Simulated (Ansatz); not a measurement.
Two structures of PbTiO₃ were relaxed with r2SCAN in Ansatz 0.2.0, without spin polarisation or spin-orbit coupling; one or both may be hypothetical.

- P4mm: space group P4mm (No. 99), tetragonal; a = 3.843 Å, c = 4.483 Å in the conventional setting, 13.24 Å³ an atom. Ti has 5 O at 1.74–1.98 Å; Pb has 4 O at 2.48 Å; O has 1 Ti at 1.74 Å; O has 2 Ti at 1.98 Å and 2 Pb at 2.48 Å.
- Pm-3m: the symmetry is Pm-3m (No. 221, cubic); conventional cell a = 3.935 Å, 12.19 Å³ an atom. Ti is surrounded by 6 O at 1.97 Å; Pb is surrounded by 12 O at 2.78 Å; O is surrounded by 2 Ti at 1.97 Å and 4 Pb at 2.78 Å.

The second lies 30 meV an atom above the first.

(1) Which of the two does pressure favour?

(2) Estimate the pressure at which their enthalpies meet, taking both as rigid.

(3) What does the energy difference amount to in temperature?

## Answers

(1) The denser one, Pm-3m: its volume is smaller by 13.24 − 12.19 = 1.05 Å³ an atom (7.9 %), so its enthalpy H = E + PV rises more slowly.

(2) P ≈ ΔE/ΔV = 30 meV/1.05 Å³ = 28.6 meV/Å³, and 1 meV/Å³ is 0.16022 GPa: P ≈ 4.6 GPa. It is an estimate: the open phase usually compresses more, which shrinks ΔV and raises the pressure, and barriers, vibrations and other phases are left out.

(3) ΔE/k_B = 30/0.08617 = 348 K, or 1.2 times k_B T at 300 K (a scale, not a transition temperature); as a molar quantity, 2.9 kJ per mole of atoms.
